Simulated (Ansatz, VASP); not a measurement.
# Pd: VASP beside Ansatz

```
Pd
1.0
     2.56389    0.00000    0.00000
     0.00000    2.56389    0.00000
     0.00000    0.00000    2.56389
Pd
1
Direct
  0.00000 0.00000 0.00000
```

Alike in both runs: task single point; functional revPBE; k mesh 13 × 13 × 13; occupations fermi-dirac, width 0.1 eV; no spin polarisation.

|  | VASP | Ansatz |
| --- | --- | --- |
| version | VASP 6.6.1 | Ansatz 0.2.0 |
| potentials or method | VASP PAW PBE potentials, release 64 (Pd) | plane waves (420 eV) with PAW, scalar-relativistic |
| plane-wave cutoff (eV) | 520 | 420 |
| valence electrons in the cell | 10 | 18 |

Ansatz gave:

```
pressure (GPa) : 11.2
```

Estimate VASP's values.

pressure (GPa): 10.8.

With one functional, cell and mesh, what is left measures potentials, basis and numerics. The two sets of potentials don't hold the same shells in valence.

Caveats: the PAW data sets were made with another functional, which shifts forces and pressure a little (VASP).
